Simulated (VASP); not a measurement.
# BaS (Fm-3m) in VASP: a series of runs

Aim: see how the results for BaS move with the level of theory and the settings. Levels: PBE, PBEsol, LDA. Tasks: single point.

Program: VASP 6.6.1. These are calculated values, not measurements. Logs are shortened: lines on timing, memory, paths and dates and some standing lists are left out, and cuts for length are marked.

**Measured values to compare with.**

A printed reference work, monograph, original work of 1988 reports, for a bulk crystal of BaS at 2 K: band gap 3.806 eV (indirect).

How close the calculation comes is told below.

### Step 1. The cell of the first run

It takes space group Fm-3m (No. 225, cubic). Conventional cell: a = 6.424 Å, b = 6.424 Å, c = 6.424 Å, α = 90.00°, β = 90.00°, γ = 90.00°. Ba (site symmetry m-3m) has 6 S at 3.21 Å within 4.2 Å. Within 4.2 Å of S (site symmetry m-3m) lie 6 Ba at 3.21 Å.

### Step 2. Single point, PBE

Input file INCAR:

```
SYSTEM = BaS
ALGO     = Normal         ! electronic algorithm
EDIFF    = 1E-6           ! SCF threshold, eV
ENCUT    = 520            ! plane-wave cutoff, eV
GGA      = PE             ! functional
ISIF     = 2              ! what is computed and relaxed
ISMEAR   = 0              ! smearing method
LASPH    = .True.         ! aspherical terms in the spheres
LCHARG   = .True.         ! write CHGCAR
LELF     = .True.         ! ELF
LREAL    = .False.        ! projectors in reciprocal space
LVHAR    = .True.       
LWAVE    = .False.        ! write WAVECAR
NBANDS   = 15             ! bands
NELM     = 100            ! most SCF steps
PREC     = Accurate       ! precision mode
SIGMA    = 0.01           ! smearing width, eV
```

Input file KPOINTS:

```
k-points
0
Gamma
  4 4 4
  0 0 0
```

Input file POSCAR:

```
BaS
1.0
    0.0000000000      3.2119099333      3.2119099333
    3.2119099333      0.0000000000      3.2119099333
    3.2119099333      3.2119099333      0.0000000000
Ba S
1 1
Direct
    0.0000000000      0.0000000000      0.0000000000
    0.5000000000      0.5000000000      0.5000000000
```

Potentials or basis: VASP PAW PBE potentials, release 64 (Ba_sv, S).

Command:

```
cat potpaw_PBE.64/Ba_sv/POTCAR potpaw_PBE.64/S/POTCAR > POTCAR
mpirun -np 1 vasp_std > vasp.out
```

OUTCAR:

```text
SYSTEM = BaS
   EDIFF = 1E-6
   ENCUT = 520
   GGA = PE
   ISIF = 2
   ISMEAR = 0
   LASPH = .True.
   LREAL = .False.
   NELM = 100
   PREC = Accurate

 ion  position               nearest neighbor table
   1  0.000  0.000  0.000-   2 3.21   2 3.21   2 3.21   2 3.21   2 3.21   2 3.21
   2  0.500  0.500  0.500-   1 3.21   1 3.21   1 3.21   1 3.21   1 3.21   1 3.21

  LATTYP: Found a face centered cubic cell.
 ALAT       =     6.4238198666

  Lattice vectors:

 A1 = (   0.0000000000,   3.2119099333,   3.2119099333)
 A2 = (   3.2119099333,   0.0000000000,   3.2119099333)
 A3 = (   3.2119099333,   3.2119099333,   0.0000000000)

Analysis of symmetry for initial positions (statically):
=====================================================================
 Subroutine PRICEL returns:
 Original cell was already a primitive cell.

 Routine SETGRP: Setting up the symmetry group for a
 face centered cubic supercell.

 Subroutine GETGRP returns: Found 48 space group operations
 (whereof 48 operations were pure point group operations)
 out of a pool of 48 trial point group operations.

The static configuration has the point symmetry O_h .

Analysis of symmetry for dynamics (positions and initial velocities):
=====================================================================
 Subroutine PRICEL returns:
 Original cell was already a primitive cell.

 Routine SETGRP: Setting up the symmetry group for a
 face centered cubic supercell.

 Subroutine GETGRP returns: Found 48 space group operations
 (whereof 48 operations were pure point group operations)
 out of a pool of 48 trial point group operations.

The dynamic configuration has the point symmetry O_h .

 Subroutine INISYM returns: Found 48 space group operations
 (whereof 48 operations are pure point group operations),
 and found     1 'primitive' translations

----------------------------------------------------------------------------------------

                                     Primitive cell

  volume of cell :      66.2705

  direct lattice vectors                    reciprocal lattice vectors
     0.000000000  3.211909933  3.211909933    -0.155670617  0.155670617  0.155670617
     3.211909933  0.000000000  3.211909933     0.155670617 -0.155670617  0.155670617
     3.211909933  3.211909933  0.000000000     0.155670617  0.155670617 -0.155670617

  length of vectors
     4.542326589  4.542326589  4.542326589     0.269629417  0.269629417  0.269629417

  position of ions in fractional coordinates (direct lattice)
     0.000000000  0.000000000  0.000000000
     0.500000000  0.500000000  0.500000000

  ion indices of the primitive-cell ions
   primitive index   ion index
                 1           1
                 2           2

----------------------------------------------------------------------------------------

 KPOINTS: k-points

Automatic generation of k-mesh.
 Grid dimensions read from file:
 generate k-points for:    4    4    4

 Generating k-lattice:

  Cartesian coordinates                     Fractional coordinates (reciprocal lattice)
    -0.038917654  0.038917654  0.038917654     0.250000000  0.000000000  0.000000000
     0.038917654 -0.038917654  0.038917654     0.000000000  0.250000000  0.000000000
     0.038917654  0.038917654 -0.038917654     0.000000000  0.000000000  0.250000000

  Length of vectors
     0.067407354  0.067407354  0.067407354

  Shift w.r.t. Gamma in fractional coordinates (k-lattice)
     0.000000000  0.000000000  0.000000000

 Subroutine IBZKPT returns following result:
 ===========================================

 Found      8 irreducible k-points:

 Following reciprocal coordinates:
            Coordinates               Weight
  0.000000  0.000000  0.000000      1.000000
  0.250000  0.000000  0.000000      8.000000
  0.500000  0.000000  0.000000      4.000000
  0.250000  0.250000  0.000000      6.000000
  0.500000  0.250000  0.000000     24.000000
 -0.250000  0.250000  0.000000     12.000000
  0.500000  0.500000  0.000000      3.000000
 -0.250000  0.500000  0.250000      6.000000
   k-points           NKPTS =      8   k-points in BZ     NKDIM =      8   number of bands    NBANDS=     15
   number of dos      NEDOS =    301   number of ions     NIONS =      2
   total plane-waves  NPLWV =  46656
   dimension x,y,z NGX =    36 NGY =   36 NGZ =   36
   dimension x,y,z NGXF=    72 NGYF=   72 NGZF=   72
   ions per type =               1   1
   NGX,Y,Z   is equivalent  to a cutoff of  13.18, 13.18, 13.18 a.u.
   NGXF,Y,Z  is equivalent  to a cutoff of  26.35, 26.35, 26.35 a.u.
 SYSTEM =  BaS
   PREC   = accura    normal or accurate (medium, high low for compatibility)
   ISTART =      0    job   : 0-new  1-cont  2-samecut
   ICHARG =      2    charge: 1-file 2-atom 10-const
   ISPIN  =      1    spin polarized calculation?
   LNONCOLLINEAR =      F non collinear calculations
   LSORBIT =      F    spin-orbit coupling
   LASPH  =      T    aspherical Exc in radial PAW
   ENCUT  =  520.0 eV  38.22 Ry    6.18 a.u.   8.45  8.45  8.45*2*pi/ulx,y,z
   NELM   =    100;   NELMIN=  2; NELMDL= -5     # of ELM steps
   EDIFF  = 0.1E-05   stopping-criterion for ELM
   LREAL  =      F    real-space projection
   EDIFFG = 0.1E-04   stopping-criterion for IOM
   NSW    =      0    number of steps for IOM
   IBRION =     -1    ionic relax: 0-MD 1-quasi-New 2-CG
   NFREE  =      0    steps in history (QN), initial steepest desc. (CG)
   ISIF   =      2    stress and relaxation
   ISYM   =      2    0-nonsym 1-usesym 2-fastsym
   POTIM  = 0.5000    time-step for ionic-motion
   TEBEG  =    0.0;   TEEND  =   0.0 temperature during run
   PSTRESS=    0.0 pullay stress
   NELECT =      16.0000    total number of electrons
   NUPDOWN=      -1.0000    fix difference up-down
   EMIN   =  10.00;   EMAX   =-10.00  energy-range for DOS
   EFERMI =   0.00;   METHOD = LEGACY
   ISMEAR =     0;   SIGMA  =   0.01  broadening in eV -4-tet -1-fermi 0-gaus
   EFERMI_NEDOS =   21; number of points for ismear=-14 and -15
   IALGO  =     38    algorithm
   IMIX   =      4    mixing-type and parameters
     AMIX     =   0.40;   BMIX     =  1.00
     AMIX_MAG =   1.60;   BMIX_MAG =  1.00
  volume/ion in A,a.u.               =      33.14       223.61
  Fermi-wavevector in a.u.,A,eV,Ry     =   1.019393  1.926373 14.138647  1.039161
  Thomas-Fermi vector in A             =   2.152904
   LORBIT       =      0    0 simple, 1 ext, 2 COOP (PROOUT), +10 PAW based schemes
   GGA     = PE    functional components
   LHFCALC =     F    Hartree Fock is set to
   AEXX    =    0.0000 exact exchange contribution
   IVDW    =     0    specifies the selected vdW correction
   LEPSILON=     F    determine dielectric tensor
   LRPA    =     F    only Hartree local field effects (RPA)
 non-spin polarized calculation
 Gauss-broadening in eV      SIGMA  =   0.01
  energy-cutoff  :      520.00
  volume of cell :       66.27
 maximum number of plane-waves:      1812
 NGX is ok and might be reduce to    36
   NGX = 17   NGY = 17   NGZ = 17

 number of electron      16.0000002 magnetization

 Free energy of the ion-electron system (eV)
  ---------------------------------------------------
  ext. energy  EPLUGINS =         0.00000000
  ---------------------------------------------------
  free energy    TOTEN  =       -10.18734239 eV

  energy without entropy =      -10.18734239  energy(sigma->0) =      -10.18734239

 E-fermi :   1.4372     XC(G=0):  -8.5537

 val. band max:        1.3724497033   @ k =   0.0000   0.0000   0.0000
 cond. band min:       3.5026696277   @ k =   0.5000   0.5000   0.0000
 fundamental gap:      2.1302199244
 Fermi energy:         1.4371717473

 k-point     1 :       0.0000    0.0000    0.0000
  band No.  band energies     occupation
      1     -24.7643      2.00000
      2      -9.8216      2.00000
      3      -9.8216      2.00000
      4      -9.8216      2.00000
      5      -8.9608      2.00000
      6       1.3724      2.00000
      7       1.3724      2.00000
      8       1.3724      2.00000
      9       4.8864      0.00000
     10       5.2326      0.00000
     11       5.2326      0.00000
     12       5.2326      0.00000
     13       6.1407      0.00000
     14       6.1407      0.00000
     15      10.0746      0.00000

 k-point     2 :       0.2500    0.0000    0.0000
  band No.  band energies     occupation
      1     -24.7439      2.00000
      2     -10.4935      2.00000
      3      -9.8401      2.00000
      4      -9.8401      2.00000
      5      -8.2408      2.00000
      6       0.2438      2.00000
      7       0.7653      2.00000
      8       0.7653      2.00000
      9       5.4545      0.00000
     10       6.1005      0.00000
     11       6.1005      0.00000
     12       6.6569      0.00000
     13       7.6930      0.00000
     14       7.6930      0.00000
     15      11.8692      0.00000

 k-point     3 :       0.5000    0.0000    0.0000
  band No.  band energies     occupation
      1     -24.7233      2.00000
      2     -10.8825      2.00000
      3      -9.8583      2.00000
      4      -9.8583      2.00000
      5      -7.7976      2.00000
      6      -0.5287      2.00000
      7       0.3170      2.00000
      8       0.3170      2.00000
      9       6.8525      0.00000
     10       7.0080      0.00000
     11       7.6084      0.00000
     12       7.6084      0.00000
     13      10.1673      0.00000
     14      10.1676      0.00000
     15      10.2900      0.00000

 k-point     4 :       0.2500    0.2500    0.0000
  band No.  band energies     occupation
      1     -24.7375      2.00000
      2     -10.3670      2.00000
      3      -9.9119      2.00000
      4      -9.9119      2.00000
      5      -8.4082      2.00000
      6       0.1045      2.00000
      7       1.2042      2.00000
      8       1.2042      2.00000
      9       4.1820      0.00000
     10       5.9994      0.00000
     11       6.6300      0.00000
     12       7.0621      0.00000
     13       7.0621      0.00000
     14       9.4309      0.00000
     15      12.7244      0.00000

 k-point     5 :       0.5000    0.2500    0.0000
  band No.  band energies     occupation
      1     -24.7173      2.00000
      2     -10.5808      2.00000
      3     -10.0218      2.00000
      4      -9.9308      2.00000
      5      -8.2520      2.00000
      6       0.1916      2.00000
      7       0.6300      2.00000
      8       0.7406      2.00000
      9       4.8069      0.00000
     10       7.2766      0.00000
     11       8.0658      0.00000
     12       8.1440      0.00000
     13       8.3841      0.00000
     14       9.7182      0.00000
     15      10.0436      0.00000

 k-point     6 :      -0.2500    0.2500    0.0000
  band No.  band energies     occupation
      1     -24.7238      2.00000
      2     -10.6416      2.00000
      3     -10.0279      2.00000
      4      -9.8596      2.00000
      5      -8.0630      2.00000
      6      -0.1734      2.00000
      7       0.3966      2.00000
      8       0.9131      2.00000
      9       5.8576      0.00000
     10       6.6398      0.00000
     11       6.6679      0.00000
     12       7.3595      0.00000
     13       9.0286      0.00000
     14      10.0461      0.00000
     15      11.1030      0.00000

 k-point     7 :       0.5000    0.5000    0.0000
  band No.  band energies     occupation
      1     -24.7113      2.00000
      2     -10.2755      2.00000
      3     -10.0009      2.00000
      4     -10.0009      2.00000
      5      -8.8665      2.00000
      6       0.8292      2.00000
      7       1.2269      2.00000
      8       1.2269      2.00000
      9       3.5027      0.00000
     10       7.2565      0.00000
     11       7.2912      0.00000
     12       8.7681      0.00000
     13       8.7681      0.00000
     14       8.9097      0.00000
     15       9.8322      0.00000

 k-point     8 :      -0.2500    0.5000    0.2500
  band No.  band energies     occupation
      1     -24.7109      2.00000
      2     -10.3086      2.00000
      3     -10.1408      2.00000
      4     -10.1408      2.00000
      5      -8.3731      2.00000
      6       0.2795      2.00000
      7       0.8712      2.00000
      8       0.8712      2.00000
      9       5.6391      0.00000
     10       5.6391      0.00000
     11       7.5752      0.00000
     12       8.1756      0.00000
     13       8.7907      0.00000
     14      10.7516      0.00000
     15      11.8784      0.00000

------------------------ aborting loop because EDIFF is reached ----------------------------------------

  FORCE on cell =-STRESS in cart. coord.  units (eV):
  Direction    XX          YY          ZZ          XY          YZ          ZX
  --------------------------------------------------------------------------------------
  -------------------------------------------------------------------------------------
  Total        0.2819036      0.2819036      0.2819036      0.0000000      0.0000000     -0.0000000
  in kB        6.8153964      6.8153964      6.8153964      0.0000000      0.0000000     -0.0000000
  external PRESSURE =       6.8153964 kB  Pullay stress =       0.0000000 kB

 VOLUME and BASIS-vectors are now :
 -----------------------------------------------------------------------------
  energy-cutoff  :      520.00
  volume of cell :       66.27
      direct lattice vectors                 reciprocal lattice vectors
     0.000000000  3.211909933  3.211909933    -0.155670617  0.155670617  0.155670617
     3.211909933  0.000000000  3.211909933     0.155670617 -0.155670617  0.155670617
     3.211909933  3.211909933  0.000000000     0.155670617  0.155670617 -0.155670617

 POSITION                                       TOTAL-FORCE (eV/Angst)
 -----------------------------------------------------------------------------------
      0.00000      0.00000      0.00000        -0.000000     -0.000000      0.000000
      3.21191      3.21191      3.21191         0.000000      0.000000     -0.000000
 -----------------------------------------------------------------------------------
    total drift:                                0.000000      0.000000      0.000000

  FREE ENERGIE OF THE ION-ELECTRON SYSTEM (eV)
  ---------------------------------------------------
  free  energy   TOTEN  =       -10.1873423875 eV

  energy  without entropy=      -10.1873423875  energy(sigma->0) =      -10.18734239
```

It took 22 s on 1 thread of Intel Xeon 8259CL, shared host; peak memory 0.2 GiB.

Results:

```
Free energy            : -10.1873 eV
Pressure               : 0.7 GPa
Band gap on the k mesh : 2.13 eV (least direct gap 2.28 eV)
```

Caveat: the k points lie up to 0.42 Å⁻¹ apart; spin-orbit coupling is left out, which moves the levels of the heavy elements. A k mesh can miss the band edges.

### Step 3. Single point, PBE

Input file INCAR:

```
PREC     = Accurate       # precision mode
ENCUT    = 520            # plane-wave cutoff, eV
EDIFF    = 1E-6           # SCF threshold, eV
ISMEAR   = 0              # smearing method
SIGMA    = 0.01           # smearing width, eV
LREAL    = False          # projectors in reciprocal space
LASPH    = True           # aspherical terms in the spheres
NELM     = 100            # most SCF steps
ALGO     = Normal         # electronic algorithm
ISIF     = 2              # what is computed and relaxed
LWAVE    = False          # write WAVECAR
LCHARG   = True           # write CHGCAR
GGA      = PE             # functional
LELF     = True           # ELF
LVHAR    = True         
NBANDS   = 15             # bands
```

Input file KPOINTS:

```
Automatic mesh
0
Gamma
  4 4 4
```

POSCAR is that of step 2.

Potentials or basis: VASP PAW PBE potentials, release 64 (Ba_sv, S).

Command:

```
cat potpaw_PBE.64/Ba_sv/POTCAR potpaw_PBE.64/S/POTCAR > POTCAR
mpirun -np 1 vasp_std > vasp.out
```

Run time: 26 s. Hardware: 1 thread of Intel Xeon 8259CL, shared host; peak memory 0.2 GiB.

Results (log left out):

```
Free energy            : -10.1873 eV
Pressure               : 0.7 GPa
Band gap on the k mesh : 2.13 eV (least direct gap 2.28 eV)
```

Levels at points of the mesh, in eV from the valence-band top:
```tsv
k point	band 5	band 6	band 7	band 8	band 9	band 10	band 11	band 12
(0.00, 0.00, 0.00)	-10.33	0.00	0.00	0.00	3.51	3.86	3.86	3.86
(0.50, 0.00, 0.00)	-9.17	-1.90	-1.06	-1.06	5.48	5.64	6.24	6.24
(0.50, 0.50, 0.00)	-10.24	-0.54	-0.15	-0.15	2.13	5.88	5.92	7.40
```

Caveat: the k points lie up to 0.42 Å⁻¹ apart; spin-orbit coupling is left out, which moves the levels of the heavy elements.

(Continued in part 2 of 2.)
